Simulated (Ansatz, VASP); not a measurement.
**Two plane-wave programs on GaN**

INCAR

```
PREC = Accurate ; ENCUT = 600
EDIFF = 1E-6 ; ISMEAR = 0
SIGMA = 0.02 ; LREAL = F
LASPH = T ; NELM = 80
ALGO = Normal ; ISIF = 3
LWAVE = F ; LCHARG = F
GGA = PE ; IVDW = 12
IBRION = 2 ; NSW = 100
EDIFFG = -0.005
```

The input KPOINTS:

```
regular mesh
0
Gamma
  10 10 10
```

Contents of POSCAR:

```
GaN
1.0
    0.0000000000      2.2535006075      2.2535006075
    2.2535006075      0.0000000000      2.2535006075
    2.2535006075      2.2535006075      0.0000000000
Ga N
1 1
Direct
    0.0000000000      0.0000000000      0.0000000000
    0.7500000000      0.7500000000      0.7500000000
```

Input for Ansatz:

```yaml
crystal:
  lattice:
    - [0.0, 2.2535006075, 2.2535006075]
    - [2.2535006075, 0.0, 2.2535006075]
    - [2.2535006075, 2.2535006075, 0.0]
  atoms:
    - { symbol: Ga, position: [0.0, 0.0, 0.0] }
    - { symbol: "N", position: [0.75, 0.75, 0.75] }
basis:
  ecutwfc: 420
kpoints:
  mp_grid: { grid: [10, 10, 10] }
hamiltonian:
  xc: pbe
  pseudopotentials: { kind: paw, azcp: { folder: soft_1 } }
  dispersion: d3bj
scf:
  occupations: { method: gaussian, width: 0.02 }
output:
  forces: true
  stress: true
  eigenvalues: true
relax:
  adjacent_minimum: "off"
  f_tol: 0.005
  max_steps: 80
  cell: { stress_tol: 0.05 }
```

The cell is a database's computed one.

Alike in both runs: task relaxation of cell and atoms; functional PBE; dispersion D3(BJ); k mesh 10 × 10 × 10; occupations gaussian, width 0.02 eV; no spin polarisation.

```csv
,VASP,Ansatz
version,VASP 6.6.1,Ansatz 0.2.0
potentials or method,"VASP PAW PBE potentials, release 64 (Ga_d, N)","scalar-relativistic, plane waves, PAW"
plane-wave cutoff (eV),600,420
valence electrons in the cell,18,18
```

Ansatz gave:

| Item | Value |
| --- | --- |
| gap on the k mesh at the Fermi level, each at its own relaxed structure (eV) | 1.67 |
| relaxed volume (Å³/atom) | 11.53 |
| relaxed cell length with the largest relative difference (Å) | 3.195 |

Task: Estimate VASP's values.

Result: gap on the k mesh at the Fermi level, each at its own relaxed structure (eV): 1.68; relaxed volume (Å³/atom): 11.53; relaxed cell length with the largest relative difference (Å): 3.195.

PBE gaps usually lie below the measured ones, often by a third to a half.
